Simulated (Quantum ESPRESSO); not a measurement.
# PbS (Galena) (Fm-3m) in Quantum ESPRESSO: settings compared, part 4 of 5

Quantum ESPRESSO 7.5.

### Step 5. Phonons, WC

The input, pw.in:

```
&CONTROL
  calculation = 'scf'
  prefix = 'pwscf'
  outdir = './tmp'
  pseudo_dir = './pseudo'
  tprnfor = .true.
  tstress = .true.
  disk_io = 'low'
/
&SYSTEM
  ibrav = 0
  nat = 2
  ntyp = 2
  ecutwfc = 56
  nbnd = 16
  input_dft = 'wc'
  occupations = 'smearing'
  smearing = 'fd'
  degauss = 0.00367493
/
&ELECTRONS
  conv_thr = 4d-10
  electron_maxstep = 120
  mixing_beta = 0.5
/
ATOMIC_SPECIES
Pb   207.2000 Pb.upf
S     32.0600 S.upf
CELL_PARAMETERS angstrom
   0.0000000000    2.9657500000    2.9657500000
   2.9657500000    0.0000000000    2.9657500000
   2.9657500000    2.9657500000    0.0000000000
ATOMIC_POSITIONS crystal
Pb     0.0000000000    0.0000000000    0.0000000000
S      0.5000000000    0.5000000000    0.5000000000
K_POINTS automatic
4 4 4 1 1 1
```

The input, relax.in:

```
&CONTROL
  calculation = 'vc-relax'
  prefix = 'pwscf'
  outdir = './tmp'
  pseudo_dir = './pseudo'
  tprnfor = .true.
  tstress = .true.
  disk_io = 'low'
  nstep = 40
  forc_conv_thr = 0.0001
  etot_conv_thr = 1d-06
/
&SYSTEM
  ibrav = 0
  nat = 2
  ntyp = 2
  ecutwfc = 56
  nbnd = 16
  input_dft = 'wc'
  occupations = 'smearing'
  smearing = 'fd'
  degauss = 0.00367493
/
&ELECTRONS
  conv_thr = 4d-10
  electron_maxstep = 120
  mixing_beta = 0.5
/
&IONS
  ion_dynamics = 'bfgs'
/
&CELL
  cell_dynamics = 'bfgs'
  press = 0
  press_conv_thr = 0.2
/
ATOMIC_SPECIES
Pb   207.2000 Pb.upf
S     32.0600 S.upf
CELL_PARAMETERS angstrom
   0.0000000000    2.9657500000    2.9657500000
   2.9657500000    0.0000000000    2.9657500000
   2.9657500000    2.9657500000    0.0000000000
ATOMIC_POSITIONS crystal
Pb     0.0000000000    0.0000000000    0.0000000000
S      0.5000000000    0.5000000000    0.5000000000
K_POINTS automatic
4 4 4 1 1 1
```

The input, gamma.in:

```
&CONTROL
  calculation = 'bands'
  prefix = 'pwscf'
  outdir = './tmp'
  pseudo_dir = './pseudo'
  disk_io = 'low'
  verbosity = 'high'
/
&SYSTEM
  ibrav = 0
  nat = 2
  ntyp = 2
  ecutwfc = 56
  nbnd = 16
  input_dft = 'wc'
  occupations = 'smearing'
  smearing = 'fd'
  degauss = 0.00367493
/
&ELECTRONS
  conv_thr = 1d-08
  electron_maxstep = 120
  mixing_beta = 0.5
  diago_full_acc = .true.
  startingwfc = 'random'
/
ATOMIC_SPECIES
Pb   207.2000 Pb.upf
S     32.0600 S.upf
CELL_PARAMETERS angstrom
   0.0000000000    2.9518561172    2.9518561172
   2.9518561172    0.0000000000    2.9518561172
   2.9518561172    2.9518561172    0.0000000000
ATOMIC_POSITIONS crystal
Pb     0.0000000000    0.0000000000    0.0000000000
S      0.5000000000    0.5000000000    0.5000000000
K_POINTS crystal
1
0.0 0.0 0.0 1
```

The input, scf2.in:

```
&CONTROL
  calculation = 'scf'
  prefix = 'pwscf'
  outdir = './tmp'
  pseudo_dir = './pseudo'
  tprnfor = .true.
  tstress = .true.
  disk_io = 'low'
/
&SYSTEM
  ibrav = 0
  nat = 2
  ntyp = 2
  ecutwfc = 56
  nbnd = 16
  input_dft = 'wc'
  occupations = 'fixed'
/
&ELECTRONS
  conv_thr = 1d-13
  electron_maxstep = 120
  mixing_beta = 0.5
  startingpot = 'file'
/
ATOMIC_SPECIES
Pb   207.2000 Pb.upf
S     32.0600 S.upf
CELL_PARAMETERS angstrom
   0.0000000000    2.9518561172    2.9518561172
   2.9518561172    0.0000000000    2.9518561172
   2.9518561172    2.9518561172    0.0000000000
ATOMIC_POSITIONS crystal
Pb     0.0000000000    0.0000000000    0.0000000000
S      0.5000000000    0.5000000000    0.5000000000
K_POINTS automatic
4 4 4 1 1 1
```

The input, ph.in:

```
phonons of PbS
&INPUTPH
  prefix = 'pwscf'
  outdir = './tmp'
  tr2_ph = 1d-18
  fildyn = 'dyn'
  niter_ph = 90
  alpha_mix(1) = 0.7
  epsil = .true.
/
0.0000000000 0.0000000000 0.0000000000
```

The input, dynmat.in:

```
&INPUT
  fildyn = 'dyn'
  asr = 'crystal'
  lperm = .true.
  filout = 'dynmat.disp'
  fileig = 'dynmat.eig'
/
```

The input, dynmat_lo.in:

```
&INPUT
  fildyn = 'dyn'
  asr = 'crystal'
  filout = 'dynmat_lo.disp'
  fileig = 'dynmat_lo.eig'
  q(1) = 0
  q(2) = 0
  q(3) = 1
/
```

Potentials or basis: PseudoDojo 0.4.1 SR PBE standard.

Run with:

```console
$ OMP_NUM_THREADS=1 pw.x -in pw.in > pw.out
$ OMP_NUM_THREADS=1 pw.x -in relax.in > relax.out
$ OMP_NUM_THREADS=1 pw.x -in gamma.in > gamma.out
$ OMP_NUM_THREADS=1 pw.x -in scf2.in > scf2.out
$ OMP_NUM_THREADS=1 ph.x -in ph.in > ph.out
$ OMP_NUM_THREADS=1 dynmat.x -in dynmat.in > dynmat.out
$ OMP_NUM_THREADS=1 dynmat.x -in dynmat_lo.in > dynmat_lo.out
```

pw.out:

```text
This program is part of the open-source Quantum ESPRESSO suite
     for quantum simulation of materials; please cite
         "P. Giannozzi et al., J. Phys.:Condens. Matter 21 395502 (2009);
         "P. Giannozzi et al., J. Phys.:Condens. Matter 29 465901 (2017);
         "P. Giannozzi et al., J. Chem. Phys. 152 154105 (2020);
     in publications or presentations arising from this work. More details at

     IMPORTANT: XC functional enforced from input :
     Exchange-correlation= WC
                           (   1   4  11   4   0   0   0)
     Any further DFT definition will be discarded
     Please, verify this is what you really want

     Message from routine setup:
     using ibrav=0 with symmetry is DISCOURAGED, use correct ibrav instead

     G-vector sticks info
     --------------------
     sticks:   dense  smooth     PW     G-vecs:    dense   smooth      PW
     Sum         955     955    295                19891    19891    3287

     Using Slab Decomposition

     bravais-lattice index     =            0
     lattice parameter (alat)  =       7.9259  a.u.
     unit-cell volume          =     352.0710 (a.u.)^3
     number of atoms/cell      =            2
     number of atomic types    =            2
     number of electrons       =        20.00
     number of Kohn-Sham states=           16
     kinetic-energy cutoff     =      56.0000  Ry
     charge density cutoff     =     224.0000  Ry
     scf convergence threshold =      4.0E-10
     mixing beta               =       0.5000
     number of iterations used =            8  plain     mixing
     Exchange-correlation= WC
                           (   1   4  11   4   0   0   0)

     celldm(1)=   7.925897  celldm(2)=   0.000000  celldm(3)=   0.000000
     celldm(4)=   0.000000  celldm(5)=   0.000000  celldm(6)=   0.000000

     crystal axes: (cart. coord. in units of alat)
               a(1) = (   0.000000   0.707107   0.707107 )
               a(2) = (   0.707107   0.000000   0.707107 )
               a(3) = (   0.707107   0.707107   0.000000 )

     reciprocal axes: (cart. coord. in units 2 pi/alat)
               b(1) = ( -0.707107  0.707107  0.707107 )
               b(2) = (  0.707107 -0.707107  0.707107 )
               b(3) = (  0.707107  0.707107 -0.707107 )

     PseudoPot. # 1 for Pb read from file:
     Pb.upf
     Pseudo is Norm-conserving + core correction, Zval = 14.0
     Generated using ONCVPSP code by D. R. Hamann
     Using radial grid of 1678 points,  6 beta functions with:
                l(1) =   0
                l(2) =   0
[... 43 lines left out ...]

     Initial potential from superposition of free atoms

     starting charge      19.9978, renormalised to      20.0000
     Starting wfcs are   13 randomized atomic wfcs +    3 random wfcs

     Self-consistent Calculation

     iteration #  1     ecut=    56.00 Ry     beta= 0.50
     Davidson diagonalization with overlap
     ethr =  1.00E-02,  avg # of iterations =  5.6

     Threshold (ethr) on eigenvalues was too large:
     Diagonalizing with lowered threshold

     Davidson diagonalization with overlap
     ethr =  5.22E-04,  avg # of iterations =  1.7

     total energy              =    -162.70203596 Ry
     estimated scf accuracy    <       0.10120180 Ry
[... 12 lines left out ...]
     total energy              =    -162.73260708 Ry
     estimated scf accuracy    <       0.00082841 Ry

     iteration #  4     ecut=    56.00 Ry     beta= 0.50
     Davidson diagonalization with overlap
     c_bands:  2 eigenvalues not converged
     ethr =  4.14E-06,  avg # of iterations =  6.7

     total energy              =    -162.73265459 Ry
     estimated scf accuracy    <       0.00001446 Ry

     iteration #  5     ecut=    56.00 Ry     beta= 0.50
     Davidson diagonalization with overlap
     ethr =  7.23E-08,  avg # of iterations =  3.5
[... 32 lines left out ...]
     iteration # 10     ecut=    56.00 Ry     beta= 0.50
     Davidson diagonalization with overlap
     ethr =  2.24E-12,  avg # of iterations =  2.0

     End of self-consistent calculation

          k = 0.0884 0.0884 0.0884 (  2508 PWs)   bands (ev):

    -8.1391  -8.1376  -8.1376  -8.1271  -8.1271  -4.9203   2.0310   6.4442
     6.4442   6.7339  12.4604  12.9155  12.9155  15.1179  15.5554  15.5554

          k = 0.2652 0.2652-0.0884 (  2492 PWs)   bands (ev):

    -8.1539  -8.1482  -8.1354  -8.1143  -8.1040  -4.2758   0.6839   5.6755
     6.8568   7.9681   9.8664  10.9373  12.3903  15.8312  16.2853  18.0825

          k =-0.2652-0.2652 0.4419 (  2490 PWs)   bands (ev):
[... 16 lines left out ...]
    -8.2377  -8.1380  -8.1252  -8.1045  -8.0815  -3.3905   0.4632   4.1162
     4.7861   7.0294  11.0577  12.7594  13.2578  15.4427  17.7381  20.1129

          k = 0.0884-0.2652 0.4419 (  2480 PWs)   bands (ev):

    -8.1937  -8.1405  -8.1335  -8.1051  -8.0936  -3.7813   0.3037   5.0974
     5.8856   7.3856  10.3041  11.7064  12.5967  15.5136  18.2151  18.7656

          k =-0.6187 0.0884 0.0884 (  2482 PWs)   bands (ev):

    -8.2689  -8.1593  -8.1077  -8.0840  -8.0805  -3.4232   0.9584   3.7455
     5.2780   5.4387  12.3454  13.5268  13.5983  14.1288  19.9980  20.0337

          k = 0.2652 0.2652 0.2652 (  2488 PWs)   bands (ev):
[... 6 lines left out ...]
    -8.2052  -8.1380  -8.1251  -8.1089  -8.0931  -3.5336   0.1154   4.4886
     6.1827   6.9415  10.6546  11.5003  12.9336  16.2722  17.8642  17.9536

     the Fermi energy is     8.8095 ev

!    total energy              =    -162.73265609 Ry
     estimated scf accuracy    <          5.1E-12 Ry
     smearing contrib. (-TS)   =      -0.00000000 Ry
     internal energy E=F+TS    =    -162.73265609 Ry

     The total energy is F=E-TS. E is the sum of the following terms:
     one-electron contribution =     -35.74013782 Ry
     hartree contribution      =      30.34226822 Ry
     xc contribution           =     -46.10514240 Ry
     ewald contribution        =    -111.22964409 Ry

     convergence has been achieved in  10 iterations

     Forces acting on atoms (cartesian axes, Ry/au):

     atom    1 type  1   force =    -0.00000000   -0.00000000    0.00000000
     atom    2 type  2   force =    -0.00000000   -0.00000000    0.00000000

     Total force =     0.000000     Total SCF correction =     0.000000

     Computing stress (Cartesian axis) and pressure

          total   stress  (Ry/bohr**3)                   (kbar)     P=       -8.33
  -0.00005663   0.00000000   0.00000000           -8.33        0.00        0.00
   0.00000000  -0.00005663  -0.00000000            0.00       -8.33       -0.00
   0.00000000  -0.00000000  -0.00005663            0.00       -0.00       -8.33

=------------------------------------------------------------------------------=
   JOB DONE.
=------------------------------------------------------------------------------=
```

It took 1.9 min on 1 thread of Intel Xeon 6975P-C (Granite Rapids), shared host; peak memory 0.07 GiB.

What came out:

* Free energy: -2214.0925 eV
* Relaxed volume: 25.72 Å³/atom
* Relaxed cell: a = 4.175 Å, b = 4.175 Å, c = 4.175 Å, α = 60.00°, β = 60.00°, γ = 60.00°
* Space group after relaxing (to 0.05 Å): Fm-3m (No. 225)
* Pressure after relaxing: 0.0 GPa
* Electronic dielectric tensor (diagonal): 13.13
* Born charges (mean of the diagonal): Pb +4.54; S -4.07 e
* Highest phonon frequency at Γ, LO-TO splitting left out: 88 cm⁻¹
* Static dielectric tensor (diagonal): 95.89

Step by step:
| step | energy change (eV) | largest force (eV/Å) | pressure (GPa) | volume (Å³) |
| --- | --- | --- | --- | --- |
| 1 | 0.0000 | 0.0000 | -0.83 | 52.17 |
| 2 | -0.0010 | 0.0000 | -0.59 | 51.95 |
| 3 | -0.0018 | 0.0000 | -0.21 | 51.62 |
| 4 | -0.0019 | 0.0000 | 0.00 | 51.44 |
| 5 | -0.0019 | 0.0000 | 0.00 | 51.44 |

Final structure:
```
CELL_PARAMETERS angstrom
0.00000 2.95186 2.95186
2.95186 0.00000 2.95186
2.95186 2.95186 0.00000
ATOMIC_POSITIONS crystal
Pb 0.00000 0.00000 0.00000
S 0.50000 0.50000 0.50000
```

Levels at points of the mesh, in eV from the valence-band top:
| k point | band 6 | band 7 | band 8 | band 9 | band 10 | band 11 | band 12 | band 13 | band 14 | band 15 |
| --- | --- | --- | --- | --- | --- | --- | --- | --- | --- | --- |
| (0.12, 0.12, 0.12) | -13.04 | -5.97 | -1.62 | -1.62 | -1.31 | 4.47 | 4.93 | 4.93 | 7.10 | 7.53 |

Phonon frequencies in cm⁻¹ (negative: imaginary):
```tsv
q point	frequencies
(0.000, 0.000, 0.000)	-1 -1 -1 88 88 88
```

Electronic dielectric tensor:
```
13.13  0.00  0.00
 0.00 13.13  0.00
 0.00  0.00 13.13
```

Born effective charge tensors (e):
atom 1, Pb
```
4.54 0.00 0.00
0.00 4.54 0.00
0.00 0.00 4.54
```
atom 2, S
```
-4.07  0.00  0.00
 0.00 -4.07  0.00
 0.00  0.00 -4.07
```

Optical modes at Γ, degenerate ones joined, polar ones without the macroscopic field:
```tsv
cm⁻¹	components	symmetry	active in	IR intensity, summed ((D/Å)²/amu)
88	3	T1u	IR	46.24
```

Zone-centre frequencies without and with the macroscopic field along z (cm⁻¹):
```csv
,optical modes in rising order
without,88 88 88
with the field,88 88 237
```

Static dielectric tensor, electrons and zone-centre modes:
```
95.89  0.00  0.00
 0.00 95.89  0.00
 0.00  0.00 95.89
```

Caveat: the mesh is thin for the dielectric tensor, Born charges and intensities, which usually come out too large; the potentials were made for another functional, which shifts forces and pressure; the Born charges break their sum rule by 0.47 e, a sign of too thin a mesh. Spin-orbit coupling is left out, which matters for the levels of Pb.

(Continued in part 5 of 5.)
